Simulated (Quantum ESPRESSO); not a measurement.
Al:

```
Al
1.0
     0.00000   -2.02398   -2.02398
     0.00000    2.02398   -2.02398
     4.04796    0.00000    0.00000
Al
2
Direct
  0.64102 0.35251 0.48097
  0.85898 0.14749 0.01903
```

| Item | Value |
| --- | --- |
| Program | Quantum ESPRESSO 7.5 |
| Task | relaxation of cell and atoms |
| Functional | RPBE |
| Dispersion | D3(BJ) |
| Potentials or basis | JTH 2.0 LDA |
| Cutoff | 490 eV |
| Density cutoff | 2939 eV |
| k mesh | 8 × 8 × 6 |
| Occupations | gaussian, width 0.05 eV |
| Spin | no spin polarisation |

At the start: pressure 8.8 GPa; volume 16.58 Å³/atom.

Task: Where does the relaxation end?

Result: Over 30 steps the energy falls by 1449.7 meV/atom and the volume is 13.30 Å³/atom (-19.8 %); space group R-3m (No. 166, to 0.05 Å).

Step by step:
| step | energy change (eV) | largest force (eV/Å) | pressure (GPa) | volume (Å³) |
| --- | --- | --- | --- | --- |
| 1 | 0.0000 | 5.8448 | 8.77 | 33.16 |
| 2 | -1.0309 | 2.5357 | -3.13 | 33.82 |
| 3 | -1.5077 | 1.8729 | -8.44 | 33.56 |
| 4 | -2.1223 | 0.9273 | -10.74 | 31.82 |
| 5 | -2.2581 | 0.6516 | -7.68 | 30.26 |
| 6 | -2.3527 | 0.5238 | -5.35 | 29.21 |
| 7 | -2.5710 | 0.2917 | 9.37 | 25.22 |
| 8 | -2.6256 | 0.2831 | 5.72 | 25.83 |
| 9 | -2.6857 | 0.3568 | 0.63 | 26.65 |
| 10 | -2.6956 | 0.3080 | 0.72 | 26.62 |
| 11 | -2.7189 | 0.2263 | 0.15 | 26.87 |
| 12 | -2.7412 | 0.2259 | -0.48 | 26.93 |
| 13 | -2.7662 | 0.3087 | -1.99 | 27.21 |
| 14 | -2.8097 | 0.4744 | -2.00 | 27.14 |
| 15 | -2.8535 | 0.5790 | -3.00 | 27.22 |
| 16 | -2.8576 | 0.4942 | -3.44 | 27.36 |
| 17 | -2.8927 | 0.0906 | -2.39 | 27.04 |
| 18 | -2.8862 | 0.1846 | 0.89 | 26.43 |
| 19 | -2.8974 | 0.1200 | -0.54 | 26.68 |
| 20 | -2.8979 | 0.0788 | -0.59 | 26.69 |
| 21 | -2.8983 | 0.0298 | -0.25 | 26.63 |
| 22 | -2.8985 | 0.0106 | 0.01 | 26.59 |
| 23 | -2.8985 | 0.0153 | 0.11 | 26.57 |
| 24 | -2.8981 | 0.0896 | 0.85 | 26.44 |
| 25 | -2.8988 | 0.0249 | 0.24 | 26.54 |
| 26 | -2.8990 | 0.0294 | 0.28 | 26.54 |
| 27 | -2.8989 | 0.0332 | 0.24 | 26.55 |
| 28 | -2.8993 | 0.0198 | 0.17 | 26.56 |
| 29 | -2.8994 | 0.0135 | 0.08 | 26.58 |
| 30 | -2.8995 | 0.0088 | -0.04 | 26.60 |

Final structure:
```xyz
2
Lattice="2.6783 -0.0001 0.0008 -0.0002 2.6485 -0.0145 -0.0008 -0.0196 3.7500" Properties=species:S:1:pos:R:3 pbc="T T T"
Al    1.3382    1.3141    1.8679
Al    2.6788    0.0002    0.0010
```

Caveat: the potentials were made for another functional, which shifts forces and pressure; the volume moved by over 15 % at a fixed basis, so the end points are rough; the cutoff is low for these files, which shifts pressure and relaxed volume; pairwise dispersion overbinds metals, which lowers pressure and volume.
